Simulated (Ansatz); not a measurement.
# Ga (I4/mmm) in Ansatz: further runs

One crystal, Ga, is run at these levels: PBEsol; tasks: relaxation of cell and atoms.

All numbers are computed with Ansatz 0.2.0; they aren't measurements. Logs are shortened: lines on timing, memory, paths and dates and some standing lists are left out, and cuts for length are marked.

## Step 1: Starting point

Symmetry: I4/mmm, No. 139, tetragonal system. The conventional cell has a = 2.769 Å, b = 2.769 Å, c = 4.622 Å, α = 90.00°, β = 90.00°, γ = 90.00°. Ga (site symmetry 4/mmm) is surrounded by 12 Ga at 2.77 to 3.03 Å.

This isn't the form of Ga at room conditions, which is orthorhombic.

## Step 2: Relaxation of cell and atoms, PBEsol

input.yaml reads:

```yaml
crystal:
  lattice:
    - [-1.3843987196, 1.3843987196, 2.3112238365]
    - [1.3843987196, -1.3843987196, 2.3112238365]
    - [1.3843987196, 1.3843987196, -2.3112238365]
  atoms:
    - { symbol: Ga, position: [0.0, 0.0, 0.0] }
hamiltonian:
  xc: pbesol
  pseudopotentials: { kind: paw }
kpoints:
  mp_grid: { grid: [13, 13, 13] }
scf:
  occupations: { method: fermi_dirac, width: 0.05 }
output:
  forces: true
  stress: true
  eigenvalues: true
relax:
  f_tol: 0.01
  max_steps: 40
  cell: { stress_tol: 0.05 }
```

Potentials or basis: Ansatz PAW.

Started as:

```console
$ ansatz run input.yaml --threads 2 --pin off --max-ram 5632MiB --backend cpu --events-out ev --progress --plain --runs-dir out
```

Standard output:

```text
Warning: RAYON_NUM_THREADS=2 ignored (pool sized by the plan → 2); use --threads N
Engine: ansatz 0.2.0, aarch64-unknown-linux-gnu
Pseudopotentials: kind: paw
Pseudopotential: Ga, paw, valence charge 13, recommended cutoff 420 eV (normal), Ga.paw.azcp
Functional definition: PBEsol
  exchange = pbesol_x
  correlation = pbesol_c
Crystal: 1 atoms, lattice volume = 17.718 Å³
Basis set: ecut = 420 eV, 331 PW (Γ), exchange–correlation on 48×48×48 points (8 copies of the dense FFT grid, shifted against one another)
Bands: 11, of which v1, the nominal top of the filled ones, is band 7 counted from 1 (6 counted from 0)
Symmetry: 16 space group operations
Space group: I4/mmm (ITA 139), of the structure as read, at distance tolerance 2.6e-5 Å
k-points: 196 of 2197
Non-local potential: Ga, projectors of the file, l = 0: 2, l = 1: 2, l = 2: 3, l = 3: 1
PAW form: soft (Blöchl's): semilocal exchange-correlation on the pseudo side does not see the compensation charge
PAW frozen core: Ga, regenerated for the run's functional, and the local potential with it (the file was generated under x = pbe(κ = 0.804, μ = 0.2195149727645171), c = pbe(β = 0.06672455060314922))
PAW one-centre angular grid: Ga, 590 points (default); XC on 64 Gauss nodes
Initial density: superposition of atomic densities (neutral atoms: chi_scale 0, normalization atom), corrected by the library's trained network
Initial wavefunctions: pseudopotential atomic-orbital guess
Functional: x = pbesol(κ = 0.804, μ = 0.12345679012345678), c = pbesol(β = 0.046)
SCF iter   1: F=—  HF=-3743.188117 eV  |F-HF|=—  |Δ(HF+E_count)|=         —  Δρ=1.73e-3  dr2=4.23e-4  ethr=1.77e-3  ⟨swp⟩=5.2  Hψ=12841  notcnv=0
preconditioner: auto → none  [metal: Δε(μ)=0.060 eV  Ē_g=21.924 eV  σ=0.050 eV  W_gap=0.29  n_scr=0 (ndim 8)  ℏωp=31.8 eV  f_vac=0.000  D(μ)=0.33/eV (n_scr^D=0)]
SCF iter   2: F=—  HF=-3743.187550 eV  |F-HF|=—  |Δ(HF+E_count)|=   5.68e-4  Δρ=4.67e-4  dr2=2.73e-5  ethr=3.26e-6  ⟨swp⟩=2.0  Hψ=5159  notcnv=0  defer=7
SCF iter   3: F=—  HF=-3743.187555 eV  |F-HF|=—  |Δ(HF+E_count)|=   5.11e-6  Δρ=2.23e-4  dr2=5.75e-6  ethr=2.10e-7  ⟨swp⟩=1.0  Hψ=2079  notcnv=0  defer=7
iter 4 did not close the SCF: its close was put off for the readings that it lacked (scf_convergence_deferred on its scf_iter line)
SCF iter   4: F=-3743.187558 eV  HF=-3743.187558 eV  |F-HF|=3.03e-8  |Δ(HF+E_count)|=   2.94e-6  Δρ=1.45e-5  dr2=2.86e-8  ethr=4.42e-8  ⟨swp⟩=2.0  Hψ=2344  notcnv=0  defer=7
iter 5 did not close the SCF: its close was put off for the readings that it lacked (scf_convergence_deferred on its scf_iter line)
SCF iter   5: F=-3743.187558 eV  HF=-3743.187558 eV  |F-HF|=1.68e-8  |Δ(HF+E_count)|=   2.52e-9  Δρ=9.95e-6  dr2=8.98e-9  ethr=2.20e-10  ⟨swp⟩=2.0  Hψ=3351  notcnv=0  defer=7
SCF iter   6: F=-3743.187558 eV  HF=-3743.187558 eV  |F-HF|=2.02e-9  |Δ(HF+E_count)|=   5.58e-9  Δρ=3.45e-6  dr2=1.10e-9  ethr=6.91e-11  ⟨swp⟩=2.9  Hψ=7829  notcnv=0
SCF 1 converged in 6 iterations: F = -3743.187558 eV  dr2 = 1.10e-9
relax step   1: F+E_penalty+E_count = -3743.18755763 eV  Δ(F+E_penalty+E_count) = +0.000e0 eV  max|allowed force component| = 0.000e0 eV/Å  Δτ_max = 0.0000 Å  P = -0.317 GPa  Ω = 17.718 Å³  (6 SCF iters, dr2 threshold 1.00e-7 eV, accepted)
Crystal: 1 atoms, lattice volume = 17.604 Å³
Initial density: handed on by an earlier stage of this run
Initial wavefunctions: those handed on with the density
[... 19 lines left out ...]
SCF iter   2: F=—  HF=-3743.187680 eV  |F-HF|=—  |Δ(HF+E_count)|=   1.86e-6  Δρ=8.21e-6  dr2=5.30e-9  ethr=1.73e-10  ⟨swp⟩=2.1  Hψ=2846  notcnv=0
SCF iter   3: F=—  HF=-3743.187680 eV  |F-HF|=—  |Δ(HF+E_count)|=   1.94e-9  Δρ=1.09e-6  dr2=1.28e-10  ethr=4.08e-11  ⟨swp⟩=2.2  Hψ=3458  notcnv=0
SCF iter   4: F=—  HF=-3743.187680 eV  |F-HF|=—  |Δ(HF+E_count)|=  2.59e-10  Δρ=3.25e-7  dr2=1.06e-11  ethr=1.00e-12  ⟨swp⟩=5.3  Hψ=8222  notcnv=0
SCF iter   5: F=-3743.187680 eV  HF=-3743.187680 eV  |F-HF|=9.09e-13  |Δ(HF+E_count)|=  1.36e-12  Δρ=7.92e-8  dr2=6.04e-13  ethr=1.00e-12  ⟨swp⟩=4.6  Hψ=7261  notcnv=0
SCF 4 converged in 5 iterations: F = -3743.187680 eV  dr2 = 6.04e-13
relax step   4: F+E_penalty+E_count = -3743.18767993 eV  Δ(F+E_penalty+E_count) = +3.007e-5 eV  max|allowed force component| = 0.000e0 eV/Å  Δτ_max = 0.0000 Å  P = +0.018 GPa  Ω = 17.617 Å³  stress off target by 3.94e-2 GPa  SCF on the basis re-selected at this cell (its energy is not comparable with the rows above)  (5 SCF iters)
basis re-selected at this cell: Δ(F+E_penalty+E_count) = +3.007e-5 eV, ΔP = +0.001 GPa vs the last step (what re-selecting the basis moved, of the pressure what is left beyond the Pulay correction that the steps carried, after the strain that the cell walked since its last selection, with what the two solves' SCF thresholds leave and, on support functions, any second-order correction that the steps lacked; it is no measure of the basis error at this ecutwfc). This SCF's stress stands 3.94e-2 GPa from its target on what of the cell is left free (relax.cell.stress_tol is 5.00e-2 GPa) and its largest allowed force component is 0.00e0 eV/Å (relax.f_tol is 1.00e-2 eV/Å): within both
SCF converged after 5 iterations
Free energy (F): -3743.187680 eV
Harris-Foulkes:  -3743.187680 eV  (|F-HF|=9.09e-13)
Internal energy: -3743.184791 eV  (E = F + TS)
E sigma→0 (E₀):  -3743.186235 eV
Entropy (-TS):   -0.002889 eV (-2.889 meV/atom)
Fermi energy:    10.451522 eV
--- Per-component energies (eV) ---
  E_band       = -25.734412
  E_kinetic    = 115.407318
  E_local      = -1736.024705  (includes V_loc(G=0)·N_el)
  E_nonlocal   = 423.516322
  E_hartree    = 818.010095
  E_xc         = -69.203674
  E_vxc        = -58.794591  (∫ρ·V_xc dr)
  E_paw        = -1946.323071  (= ΣΔE_a)
  E_vpaw       = -405.858809  (= ΣTr[D̂ρ^β])
  E_aug_tail   = -0.000096  (compensation charges beyond the density's cutoff)
  E_ewald      = -1349.429959
  E_core_change = 0.862978  (= ΣΔE_core)
  E_smearing   = -0.002889  (= −TS)
  E_closure    = -0.000000  (closes the sum)
  Σ components = -3743.187680   (vs F -3743.187680, Δ=0.00e0)
--- Forces (eV/Å), atoms counted from 1 ---
  atom   1  Ga    -0.00000000     0.00000000     0.00000000
  max |Σ_I F_I| component: 9.24e-32 eV/Å
--- Stress (GPa, compression-positive) ---
        0.039357      -0.000000      -0.000000
       -0.000000       0.039357       0.000000
        0.000000       0.000000      -0.024955
  P = ⅓ Tr σ = 0.0179 GPa (0.179 kbar)
--- Band table (eV; the first three rows and the last of 196) ---
  k-point 0: bands = ["-4.5489", "-4.3874", "-4.3552", "-4.3552", "-4.1887", "-1.0740", "23.2828", "23.5523", "23.5523", "26.7148", "27.1103"]
  k-point 1: bands = ["-4.5227", "-4.3769", "-4.3687", "-4.3480", "-4.2020", "-0.8375", "21.8729", "22.2307", "22.7570", "24.8192", "27.5886"]
  k-point 2: bands = ["-4.4483", "-4.4063", "-4.3537", "-4.3271", "-4.2401", "-0.1214", "19.5739", "20.3372", "21.1781", "22.7348", "27.8437"]
  k-point 195: bands = ["-4.6560", "-4.5618", "-4.1623", "-4.1482", "-4.1459", "6.1532", "6.6841", "16.0349", "17.7838", "21.2793", "23.1864"]
--- Relaxed structure (3 steps of the walk, 3 accepted, 1 SCFs on fresh bases) ---
  F+E_penalty+E_count = -3743.18767993 eV   max|allowed force component| = 0.000e0 eV/Å   (the final SCF, on the basis selected at the relaxed cell)
  cell:  # Å, volume = 17.6171 Å³
    - [-1.3833332720221565, 1.3833332720221565, 2.301546528974835]
    - [1.3833332720221565, -1.3833332720221565, 2.301546528974835]
    - [1.3833332720221565, 1.3833332720221565, -2.301546528974835]
  atoms:
    - { symbol: Ga, position: [0.0, 0.0, 0.0] }
```

It took 4.7 s on 2 threads of Arm Neoverse V2, shared host; peak memory 0.32 GiB.

Results:

```yaml
Free_energy: -3743.1877 eV
Relaxed_volume: 17.62 Å³/atom
Relaxed_cell: a = 3.021 Å, b = 3.021 Å, c = 3.021 Å, α = 125.49°, β = 125.49°, γ = 80.73°
Space_group_after_relaxing_to_0.05_Å: I4/mmm (No. 139)
Energy_gained_by_relaxing: 0.1 meV/atom
Ionic_steps: 4
Pressure_after_relaxing: 0.0 GPa
Band_gap_on_the_k_mesh: none (metal or under the smearing width)
```

Step by step:
| step | energy change (eV) | largest force (eV/Å) | volume (Å³) |
| --- | --- | --- | --- |
| 1 | 0.0000 | 0.0000 | 17.72 |
| 2 | -0.0001 | 0.0000 | 17.60 |
| 3 | -0.0002 | 0.0000 | 17.62 |
| 4 | -0.0001 | 0.0000 | 17.62 |

Final structure:
```xyz
1
Lattice="-1.3833 1.3833 2.3015 1.3833 -1.3833 2.3015 1.3833 1.3833 -2.3015" Properties=species:S:1:pos:R:3 pbc="T T T"
Ga    0.0000    0.0000    0.0000
```

Levels at points of the mesh, in eV from the Fermi level:
```tsv
k point	band 4	band 5	band 6	band 7	band 8	band 9
(0.00, 0.00, 0.00)	-14.81	-14.64	-11.53	12.83	13.10	13.10
```

Caveat: the plane-wave basis is chosen anew once the cell has moved, so the energies of steps on either side of that aren't comparable; the PAW data sets come from PBE, with cores solved anew for the run's functional, which leaves a small shift of forces and pressure.

## Step 3: Relaxation of cell and atoms, PBEsol, target pressure 2 GPa, at which the enthalpy is minimised

input.yaml: that of step 2 with these lines changed.

```diff
@@ -21,2 +21,2 @@
   max_steps: 40
-  cell: { stress_tol: 0.05 }
+  cell: { stress_tol: 0.05, p_target: 2.0 }
```

Potentials or basis: Ansatz PAW.

Started as:

```console
$ ansatz run input.yaml --threads 2 --pin off --max-ram 5632MiB --backend cpu --events-out ev --progress --plain --runs-dir out
```

It took 10 s on 2 threads of Arm Neoverse V2, shared host; peak memory 0.32 GiB.

Results (log left out):

| Item | Value |
| --- | --- |
| Free energy | -3743.1843 eV |
| Relaxed volume | 17.06 Å³/atom |
| Relaxed cell | a = 2.972 Å, b = 2.972 Å, c = 2.972 Å, α = 124.70°, β = 124.70°, γ = 82.04° |
| Space group after relaxing (to 0.05 Å) | I4/mmm (No. 139) |
| Energy change on relaxing (the enthalpy is what falls) | +3.2 meV/atom |
| Ionic steps | 9 |
| Pressure after relaxing | 2.0 GPa |
| Band gap on the k mesh | none (metal or under the smearing width) |

The path:
```tsv
step	energy change (eV)	largest force (eV/Å)	volume (Å³)
1	0.0000	0.0000	17.72
2	0.0050	0.0000	16.94
3	0.0029	0.0000	17.09
4	0.0029	0.0000	17.09
5	0.0035	0.0000	17.03
6	0.0029	0.0000	17.07
7	0.0031	0.0000	17.05
8	0.0030	0.0000	17.06
9	0.0032	0.0000	17.06
```

Final structure:
```
Ga
1.0
    -1.37913    1.37913    2.24198
     1.37913   -1.37913    2.24198
     1.37913    1.37913   -2.24198
Ga
1
Direct
  0.00000 0.00000 0.00000
```

Levels at points of the mesh, in eV from the Fermi level:
| k point | band 3 | band 4 | band 5 | band 6 | band 7 | band 8 | band 9 | band 10 |
| --- | --- | --- | --- | --- | --- | --- | --- | --- |
| (0.00, 0.00, 0.00) | -14.86 | -14.86 | -14.68 | -11.81 | 13.38 | 13.43 | 13.43 | 16.56 |

Caveat: the plane-wave basis is chosen anew once the cell has moved, so the energies of steps on either side of that aren't comparable; the PAW data sets come from PBE, with cores solved anew for the run's functional, which leaves a small shift of forces and pressure.

## Step 4: Relaxation of cell and atoms, PBEsol, target pressure 5 GPa, at which the enthalpy is minimised

input.yaml: that of step 3 with these lines changed.

```diff
@@ -21,2 +21,2 @@
   max_steps: 40
-  cell: { stress_tol: 0.05, p_target: 2.0 }
+  cell: { stress_tol: 0.05, p_target: 5.0 }
```

Started as:

```console
$ ansatz run input.yaml --threads 2 --pin off --max-ram 5632MiB --backend cpu --events-out ev --progress --plain --runs-dir out
```

It took 7.1 s on 2 threads of Arm Neoverse V2, shared host; peak memory 0.32 GiB.

It converged, with:

```
Free energy                                            : -3743.1702 eV
Relaxed volume                                         : 16.40 Å³/atom
Relaxed cell                                           : a = 2.931 Å, b = 2.931 Å, c = 2.931 Å, α = 124.59°, β = 124.59°, γ = 82.22°
Space group after relaxing (to 0.05 Å)                 : I4/mmm (No. 139)
Energy change on relaxing (the enthalpy is what falls) : +17.4 meV/atom
Ionic steps                                            : 6
Pressure after relaxing                                : 5.0 GPa
Band gap on the k mesh                                 : none (metal or under the smearing width)
```

Step by step:
```
step  energy change (eV)  largest force (eV/Å)  volume (Å³)
   1              0.0000                0.0000        17.72
   2              0.0334                0.0000        15.98
   3              0.0158                0.0000        16.44
   4              0.0169                0.0000        16.40
   5              0.0170                0.0000        16.40
   6              0.0174                0.0000        16.40
```

Final structure:
```
Ga
1.0
    -1.36261    1.36261    2.20805
     1.36261   -1.36261    2.20805
     1.36261    1.36261   -2.20805
Ga
1
Direct
  0.00000 0.00000 0.00000
```

Levels at points of the mesh, in eV from the Fermi level:
```csv
k point,band 4,band 5,band 6,band 7,band 8,band 9
"(0.00, 0.00, 0.00)",-14.93,-14.74,-12.16,13.87,13.87,13.89
```

Caveat: the plane-wave basis is chosen anew once the cell has moved, so the energies of steps on either side of that aren't comparable; the PAW data sets come from PBE, with cores solved anew for the run's functional, which leaves a small shift of forces and pressure.

## Step 5: Overview

| cell | target pressure (GPa) | gap on the mesh (eV) | pressure (GPa) |
| --- | --- | --- | --- |
| relaxed | - | none | 0.0 |
| relaxed to 2 GPa | 2 | none | 2.0 |
| relaxed to 5 GPa | 5 | none | 5.0 |

Alike in all rows: task relaxation of cell and atoms; level PBEsol; potentials or basis Ansatz PAW; no spin polarisation; k mesh 13 × 13 × 13; cutoff (eV) 420; smearing fermi-dirac 0.05 eV.

Caveats: the plane-wave basis is chosen anew once the cell has moved, so the energies of steps on either side of that aren't comparable; the PAW data sets come from PBE, with cores solved anew for the run's functional, which leaves a small shift of forces and pressure.

Absolute energies hang on the potentials; compare differences alone.
